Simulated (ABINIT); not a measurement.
AlN:

```xyz
2
Lattice="0.0000 2.1840 2.1840 2.1840 0.0000 2.1840 2.1840 2.1840 0.0000" Properties=species:S:1:pos:R:3 pbc="T T T"
Al    0.0000    0.0000    0.0000
N     1.0920    1.0920    1.0920
```

Measurements of this composition are mostly on another form, of space group No. 186.

Base run:

```yaml
Program: ABINIT 10.8.3 (patched build)
Functional: r2SCAN
Potentials_or_basis: SG15 NC PBE v1.2
Cutoff: 1306 eV
k_mesh: 10 × 10 × 10
Occupations: fermi-dirac, width 0.05 eV
Spin: no spin polarisation
```

Its results: band gap on the k mesh 3.92 eV, indirect (least direct gap 4.70 eV); pressure 1.4 GPa.

Problem. The run is repeated on the same cell with these changes: potentials or basis from SG15 NC PBE v1.2 to Ansatz PAW PBE default generated set, frozen core; cutoff from 1306 eV to 517 eV; valence electrons from 16 to 8. What comes out?

Solution. Band gap on the k mesh 3.94 eV, indirect (least direct gap 4.85 eV); pressure -0.3 GPa.

Caveats: the potentials were made for another functional, which shifts forces and pressure (some runs); the atomic spheres overlap (some runs); the PAW data sets were made with another functional, which shifts forces and pressure a little (some runs).

A k mesh can miss the band edges.
